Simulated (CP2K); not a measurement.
Crystal: HfC.

```
CELL_PARAMETERS angstrom
3.28805 0.00000 0.00000
1.64402 2.84753 0.00000
1.64402 0.94918 2.68468
ATOMIC_POSITIONS crystal
Hf 0.50000 0.50000 0.50000
C 0.00000 0.00000 0.00000
```

Program: CP2K 2026.2. Alike in all runs: potentials or basis POTENTIAL_UZH Hf GTH-PBE-q12, C GTH-PBE-q4; TZVP-MOLOPT-PBE-GTH basis; no spin polarisation; cell as given; k mesh 10 × 10 × 10.

Task: Order these runs on this cell by their pressure, lowest first.
A. level PBEsol; smearing fermi-dirac 0.01 eV; EPS_DEFAULT 1.0E-9; CUTOFF of the grids 450 Ry; points a segment of the path (NPOINTS) 6; bands added on the path 4
B. level rev-vdW-DF2; smearing fermi-dirac 0.05 eV; EPS_DEFAULT 1.0E-10; CUTOFF of the grids 675 Ry; points a segment of the path (NPOINTS) 6; bands added on the path 6
C. level PBEsol+D3; smearing fermi-dirac 0.05 eV; EPS_DEFAULT 1.0E-9; CUTOFF of the grids 450 Ry; cutoff radius of the dispersion sum (A) 20
D. level PBE; smearing fermi-dirac 0.05 eV; EPS_DEFAULT 1.0E-10; CUTOFF of the grids 675 Ry; points a segment of the path (NPOINTS) 6; bands added on the path 6
E. level vdW-DF2; smearing fermi-dirac 0.05 eV; EPS_DEFAULT 1.0E-10; CUTOFF of the grids 675 Ry; points a segment of the path (NPOINTS) 6; bands added on the path 6

Result: C (-9.8 GPa), A (-6.5 GPa), B (-3.1 GPa), D (-1.6 GPa), E (9.3 GPa).

Caveats: the basis of atomic orbitals isn't converged, which shifts pressures, moduli and gaps; the potentials were made for another functional, which shifts forces and pressure (some runs); pairwise dispersion overbinds metals, which lowers pressure and volume (some runs).

Not every run made on this cell is shown here.
